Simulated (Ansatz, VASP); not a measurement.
## One calculation of Al, two programs

```
CELL_PARAMETERS angstrom
2.64723 0.00000 0.00000
0.00000 2.64723 0.00000
0.00000 0.00000 2.64723
ATOMIC_POSITIONS crystal
Al 0.00000 0.00000 0.00000
```

Alike in both runs: task single point; functional PBE; k mesh 13 × 13 × 13; occupations fermi-dirac, width 0.1 eV; no spin polarisation.

|  | VASP | Ansatz |
| --- | --- | --- |
| version | VASP 6.6.1 | Ansatz 0.2.0 |
| potentials or method | VASP PAW PBE potentials, release 64 (Al) | plane waves (420 eV) with PAW, scalar-relativistic |
| plane-wave cutoff (eV) | 520 | 420 |
| valence electrons in the cell | 3 | 3 |

```tsv
	VASP	Ansatz	Ansatz less VASP
pressure (GPa)	5.7	5.7	+0.02
```

With one functional, cell and mesh, what is left measures potentials, basis and numerics.
